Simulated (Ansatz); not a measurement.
# Straining TiAl₃

All numbers below come from Ansatz, DFT PBE, scalar-relativistic, plane waves, PAW. Settings: 420 eV cutoff, 10×10×4 k-mesh, Gaussian smearing of 0.10 eV, no spin polarisation.

The relaxed crystal:

```yaml
crystal:
  lattice:
    - [3.84535, 0.00000, 0.00000]
    - [0.00000, 3.84535, 0.00000]
    - [0.00000, 0.00000, 8.62281]
  atoms:
    - { symbol: Ti, position: [0.00000, 0.00000, 0.00000] }
    - { symbol: Ti, position: [0.50000, 0.50000, 0.50000] }
    - { symbol: Al, position: [0.50000, 0.50000, 0.00000] }
    - { symbol: Al, position: [0.00000, 0.50000, 0.25000] }
    - { symbol: Al, position: [0.50000, 0.00000, 0.25000] }
    - { symbol: Al, position: [0.00000, 0.00000, 0.50000] }
    - { symbol: Al, position: [0.50000, 0.00000, 0.75000] }
    - { symbol: Al, position: [0.00000, 0.50000, 0.75000] }
```

Deformation: biaxial strain in the a-b plane, with the length and tilt of c and the atoms relaxed, all within the symmetry that the strain leaves. Energies are extrapolated to zero smearing.

```csv
strain (%),ΔE (meV/atom),a (Å),b (Å),c (Å)
-3.0,25.3,3.730,3.730,8.723
-2.0,10.8,3.768,3.768,8.691
-1.0,2.5,3.807,3.807,8.658
+0.0,0.0,3.845,3.845,8.623
+1.0,2.7,3.884,3.884,8.590
+2.0,10.2,3.922,3.922,8.551
+3.0,21.9,3.961,3.961,8.510
```

**Question.** What stiffness (1/V) d²E/dε² at zero strain does a cubic fit over all points give?

**Answer.** A cubic fit gives (1/V) d²E/dε² = 527 GPa at zero strain (twice the biaxial modulus).

**Question.** How does the free axis c answer a small strain?

**Answer.** Between the innermost points its strain is -0.39 times the applied one.